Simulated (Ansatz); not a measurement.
**SiC from LDA upwards**

The starting cell is an entry of the Crystallography Open Database (1963):

```xyz
4
Lattice="3.0760 0.0000 0.0000 -1.5380 2.6639 0.0000 0.0000 0.0000 5.0480" Properties=species:S:1:pos:R:3 pbc="T T T"
Si    0.0000    1.7759    0.0000
Si    1.5380    0.8880    2.5240
C     0.0000    1.7759    1.9435
C     1.5380    0.8880    4.4675
```

Atoms and cell were relaxed at zero pressure with plane-wave PAW DFT (Ansatz 0.2.0; one set of PAW datasets, made under PBE, for all functionals; 420 eV, r2SCAN 500 eV; 12×12×6 Γ-centred mesh, fermi-dirac occupations of width 0.020 eV; no spin polarisation, no spin-orbit coupling, no dispersion correction), keeping the symmetry (P6_3mc, No. 186).

**Question.** How do the functionals compare with each other and with the entry?

**Answer.** The relaxed conventional cells:

```csv
functional,a (Å),c (Å),volume (Å³/atom),formation energy (eV/atom)
LDA,3.057,5.016,10.15,-0.282
PBEsol,3.076,5.048,10.34,-0.259
PBE,3.092,5.074,10.50,-0.201
r2SCAN,3.076,5.049,10.34,-0.294
the entry,3.076,5.048,10.34,–
```

LDA gives the smallest volume and PBE the largest, 3.5 % more, the usual order, since LDA overbinds and PBE's gradient terms loosen the lattice. Against the entry's volume: LDA -1.9 %, PBEsol -0.0 %, PBE +1.5 %, r2SCAN -0.0 %. No verdict is drawn from this: the entry is old or was flagged in a check, so the entry may be off as well as the functionals. The formation energies span 0.09 eV an atom, lowest under r2SCAN.

Caveats: each relaxation keeps the start's symmetry, so a distorted cell may lie lower; computed cells are at 0 K with fixed nuclei, while the entry holds thermal expansion, often some tenths of a per cent in volume and more in soft crystals; formation energies are at zero smearing against the elements' usual phases under the same functional, gases as free molecules, uncorrected.
